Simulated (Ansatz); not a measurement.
Runs of Ansatz 0.2.0 on Cu3Au (Auricupride). Symmetry: Pm-3m, No. 221, cubic system. Conventional cell: a = 3.740 Å, b = 3.740 Å, c = 3.740 Å, α = 90.00°, β = 90.00°, γ = 90.00°. Au (site symmetry m-3m) is surrounded by 12 Cu at 2.64 Å. Around Cu (site symmetry 4/mmm) lie 4 Au at 2.64 Å and 8 Cu at 2.64 Å. 

| task | level | spin | cell | k mesh | points for each segment of the path | gap on the mesh (eV) | pressure (GPa) | relaxed volume (Å³/atom) |
| --- | --- | --- | --- | --- | --- | --- | --- | --- |
| relaxation of cell and atoms | LDA | off | relaxed | 7 × 7 × 7 | - | none | 0.0 | (b) |
| relaxation of cell and atoms | PBEsol | off | relaxed | 7 × 7 × 7 | - | none | 0.0 | 12.79 |
| band structure | PBEsol | off | as given | 7 × 7 × 7 | 14 | none | -3.6 | - |
| band structure | LDA | SOC, no magnetisation | as given | 5 × 5 × 5 | 14 | none | (a) | - |
| band structure | LDA | off | as given | 7 × 7 × 7 | 14 | none | -9.2 | - |

Alike in all rows: potentials or basis Ansatz PAW; cutoff (eV) 420; smearing fermi-dirac 0.05 eV.

Fill in the values left out.

(a) -9.5; (b) 12.36.

Caveats: the PAW data sets come from PBE, with cores solved anew for the run's functional, which leaves a small shift of forces and pressure; the plane-wave basis is chosen anew once the cell has moved, so the energies of steps on either side of that aren't comparable (some runs); spin-orbit coupling is left out, which moves the levels of the heavy elements (some runs).

A k mesh can miss the band edges, and rows without SOC leave out spin-orbit coupling on Au.

A gap of «none» marks a metal or a gap under the smearing width.

Runs at the PBE level aren't shown here.
